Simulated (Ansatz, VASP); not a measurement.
**SiC in VASP and in Ansatz**

```
Si C
1.0
     5.35710    0.00000    0.00000
     0.00000    5.35710    0.00000
     0.00000    0.00000    5.35710
Si C
6 6
Direct
  0.75000 0.50000 0.00000
  0.50000 0.00000 0.75000
  0.00000 0.75000 0.50000
  0.00000 0.25000 0.50000
  0.25000 0.50000 0.00000
  0.50000 0.00000 0.25000
  0.50000 0.75000 0.00000
  0.75000 0.00000 0.50000
  0.00000 0.50000 0.75000
  0.25000 0.00000 0.50000
  0.00000 0.50000 0.25000
  0.50000 0.25000 0.00000
```

Alike in both runs: task relaxation of cell and atoms; functional PBE; k mesh 6 × 6 × 6; occupations gaussian, width 0.02 eV; no spin polarisation.

|  | VASP | Ansatz |
| --- | --- | --- |
| version | VASP 6.6.1 | Ansatz 0.2.0 |
| potentials or method | VASP PAW PBE potentials, release 64 (Si, C) | scalar-relativistic, plane waves, PAW |
| plane-wave cutoff (eV) | 600 | 420 |
| valence electrons in the cell | 48 | 48 |

Ansatz gave:

* gap on the k mesh at the Fermi level, each at its own relaxed structure (eV): 1.90
* relaxed volume (Å³/atom): 12.81
* relaxed cell length with the largest relative difference (Å): 5.357

Task: Which values does VASP return?

Result: gap on the k mesh at the Fermi level, each at its own relaxed structure (eV): 1.89; relaxed volume (Å³/atom): 12.79; relaxed cell length with the largest relative difference (Å): 5.354.

A k mesh can miss the band edges. As with any semilocal functional, this PBE gap is likely too small.
